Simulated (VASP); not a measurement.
Wanted: the native input for a VASP 6.6.1 run.

```yaml
Task: band structure
Functional: PBE
Potentials_or_basis: VASP PAW PBE potentials, release 64 (Cu_pv)
Cutoff: 520 eV
k_mesh: 13 × 13 × 13
Occupations: fermi-dirac, width 0.05 eV
Spin: no spin polarisation
Further_INCAR_settings: ALGO = Normal; EDIFF = 1e-07; NBANDS = 14
```

The system is Cu.

```
Cu
1.0
     0.00000    1.80750    1.80750
     1.80750    0.00000    1.80750
     1.80750    1.80750    0.00000
Cu
1
Direct
  0.00000 0.00000 0.00000
```

These files were run (other wordings do the same):

POSCAR

```
Cu
1.0
    0.0000000000      1.8075000000      1.8075000000
    1.8075000000      0.0000000000      1.8075000000
    1.8075000000      1.8075000000      0.0000000000
Cu
1
Direct
    0.0000000000      0.0000000000      0.0000000000
```

INCAR.step1

```
SYSTEM = Cu
PREC     = Accurate       ! precision mode
ENCUT    = 520            ! plane-wave cutoff, eV
EDIFF    = 1E-7           ! SCF threshold, eV
ISMEAR   = -1             ! smearing method
SIGMA    = 0.05           ! smearing width, eV
LREAL    = .False.        ! projectors in reciprocal space
LASPH    = .True.         ! aspherical terms in the spheres
NELM     = 60             ! most SCF steps
ALGO     = Normal         ! electronic algorithm
ISIF     = 2              ! what is computed and relaxed
LWAVE    = .False.        ! write WAVECAR
LCHARG   = .True.         ! write CHGCAR
LMAXMIX  = 4              ! l up to which the mixer works
GGA      = PE             ! functional
NBANDS   = 14             ! bands
```

KPOINTS.step1

```
Automatic mesh
0
Gamma
  13 13 13
  0 0 0
```

INCAR.step2

```
SYSTEM = Cu
PREC     = Accurate       ! precision mode
ENCUT    = 520            ! plane-wave cutoff, eV
EDIFF    = 1E-7           ! SCF threshold, eV
ISMEAR   = 0              ! smearing method
SIGMA    = 0.05           ! smearing width, eV
LREAL    = .False.        ! projectors in reciprocal space
LASPH    = .True.         ! aspherical terms in the spheres
NELM     = 60             ! most SCF steps
ALGO     = Normal         ! electronic algorithm
ISIF     = 2              ! what is computed and relaxed
LWAVE    = .False.        ! write WAVECAR
LCHARG   = .False.        ! write CHGCAR
LMAXMIX  = 4              ! l up to which the mixer works
GGA      = PE             ! functional
NBANDS   = 14             ! bands
ICHARG   = 11             ! starting density
```

KPOINTS.step2

```
path GXWKGLUWLK,UX
20
line-mode
reciprocal
 0.0000000000  0.0000000000  0.0000000000  G
 0.5000000000  0.0000000000  0.5000000000  X

 0.5000000000  0.0000000000  0.5000000000  X
 0.5000000000  0.2500000000  0.7500000000  W

 0.5000000000  0.2500000000  0.7500000000  W
 0.3750000000  0.3750000000  0.7500000000  K

 0.3750000000  0.3750000000  0.7500000000  K
 0.0000000000  0.0000000000  0.0000000000  G

 0.0000000000  0.0000000000  0.0000000000  G
 0.5000000000  0.5000000000  0.5000000000  L

 0.5000000000  0.5000000000  0.5000000000  L
 0.6250000000  0.2500000000  0.6250000000  U

 0.6250000000  0.2500000000  0.6250000000  U
 0.5000000000  0.2500000000  0.7500000000  W

 0.5000000000  0.2500000000  0.7500000000  W
 0.5000000000  0.5000000000  0.5000000000  L

 0.5000000000  0.5000000000  0.5000000000  L
 0.3750000000  0.3750000000  0.7500000000  K

 0.6250000000  0.2500000000  0.6250000000  U
 0.5000000000  0.0000000000  0.5000000000  X
```

Potentials or basis: VASP PAW PBE potentials, release 64 (Cu_pv).

Command:

```sh
$ cat potpaw_PBE.64/Cu_pv/POTCAR > POTCAR
$ cp INCAR.step1 INCAR
$ cp KPOINTS.step1 KPOINTS
$ mpirun -np 1 vasp_std > vasp.out
$ cp INCAR.step2 INCAR
$ cp KPOINTS.step2 KPOINTS
$ mpirun -np 1 vasp_std > vasp.out
```

Results of the run:

```json
{
  "Band gap along the path": "none (metal or under the smearing width)"
}
```

Caveat: the log is that of the step along the path at fixed density, whose energy, stress, charges and moments have no meaning.

Wall time 20 s on 1 thread of AMD EPYC 9R45 96-Core Processor (Zen 5) (shared host), peak memory 0.11 GiB.
